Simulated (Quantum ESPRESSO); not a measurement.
TiAl3:

```
Ti Al
1.0
    -1.91111    1.91111    4.28067
     1.91111   -1.91111    4.28067
     1.91111    1.91111   -4.28067
Ti Al
1 3
Cartesian
  0.0000 0.0000 0.0000
  1.9111 0.0000 2.1403
  0.0000 1.9111 2.1403
  0.0000 0.0000 4.2807
```

The cell comes from a database or a generator and needn't be the stable form of this composition.

Base run:

```yaml
Program: Quantum ESPRESSO 7.5
Functional: PBE
Potentials_or_basis: SSSP 1.3 efficiency PBE
Cutoff: 748 eV
Density_cutoff: 5987 eV
k_mesh: 10 × 10 × 10
Occupations: fermi-dirac, width 0.05 eV
Spin: no spin polarisation
```

Its results: band gap on the k mesh none (metal or under the smearing width); pressure 2.1 GPa.

Question: The run is repeated on the same cell with these changes: functional from PBE to PBEsol; potentials or basis from SSSP 1.3 efficiency PBE to GBRV 1.5 PBEsol; cutoff from 748 eV to 612 eV; density cutoff from 5987 eV to 4898 eV. What comes out?

Answer: Band gap on the k mesh none (metal or under the smearing width); pressure -0.7 GPa.
